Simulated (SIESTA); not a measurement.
A run of SIESTA 5.4.2:

File Bi2Se3.fdf:

```
SystemName                      Paraguanajuatite
SystemLabel                     Bi2Se3
NumberOfSpecies                 2
NumberOfAtoms                   5
%block ChemicalSpeciesLabel
  1  83 Bi
  2  34 Se
%endblock ChemicalSpeciesLabel

LatticeConstant                 1.0 Ang
%block LatticeVectors
     2.0715000000     1.1959810826     9.5453333333
    -2.0715000000     1.1959810826     9.5453333333
     0.0000000000    -2.3919621653     9.5453333333
%endblock LatticeVectors
AtomicCoordinatesFormat         Fractional
%block AtomicCoordinatesAndAtomicSpecies
     0.5992000000     0.5992000000     0.5992000000  1  Bi
     0.4008000000     0.4008000000     0.4008000000  1  Bi
     0.7883000000     0.7883000000     0.7883000000  2  Se
     0.2117000000     0.2117000000     0.2117000000  2  Se
     0.0000000000     0.0000000000     0.0000000000  2  Se
%endblock AtomicCoordinatesAndAtomicSpecies

%block kgrid.MonkhorstPack
    8   0   0  0.0
    0   8   0  0.0
    0   0   8  0.0
%endblock kgrid.MonkhorstPack
XC.Functional                   GGA
XC.Authors                      PBEsol
PAO.BasisSize                   DZP
PAO.EnergyShift                 0.003 Ry
Mesh.Cutoff                     500 Ry
OccupationFunction              FD
ElectronicTemperature           0.05 eV
MaxSCFIterations                120
SCF.MustConverge                false
SCF.Mixer.Method                Pulay
SCF.Mixer.Weight                0.25
SCF.Mixer.History               8
SCF.DM.Tolerance                5.0e-05
SCF.H.Tolerance                 1.0e-03 eV
WriteForces                     true
Charge.Mulliken                 end
Charge.Hirshfeld                end
Charge.Voronoi                  end
SaveRho                         true
SaveElectrostaticPotential      true
BandLinesScale                  ReciprocalLatticeVectors
%block BandLines
    1    0.000000   0.000000   0.000000  \Gamma
   13    0.500000   0.000000   0.000000  L
    8    0.500000   0.177133  -0.177133  B1
    1    0.822867   0.500000   0.177133  B
   15    0.500000   0.500000   0.500000  Z
    5    0.000000   0.000000   0.000000  \Gamma
   15    0.338566   0.000000  -0.338566  X
    1    0.661434   0.338566   0.000000  Q
    7    0.500000   0.500000   0.000000  F
    2    0.661434   0.661434   0.177133  P1
   13    0.500000   0.500000   0.500000  Z
    1    0.500000   0.000000   0.000000  L
    3    0.822867   0.338566   0.338566  P
%endblock BandLines
%block PAO.Basis
  Bi 4
  n=6 0 2
    5.772 0.000
  n=6 1 2
    8.065 0.000
  n=5 2 2
    3.889 0.000
  n=6 2 1
    8.065
  Se 4
  n=4 0 2
    5.129 0.000
  n=4 1 2
    6.708 0.000
  n=3 2 2
    2.662 0.000
  n=4 2 1
    6.708
%endblock PAO.Basis
```

Potentials or basis: PseudoDojo 0.4 standard (PBEsol files), DZP (energy shift 0.003 Ry; two zetas on semicore shells).

Run with:

```sh
$ siesta < Bi2Se3.fdf > Bi2Se3.out 2>&1
```

Hardware: 1 thread of AMD EPYC 9R45 96-Core Processor (Zen 5), on a shared host.

Problem. Estimate the wall time of this run.

Solution. Wall time 5 min on 1 thread of AMD EPYC 9R45 96-Core Processor (Zen 5) (shared host), peak memory 2 GiB. Counts: scf iterations 11, k points 296, bands 115.
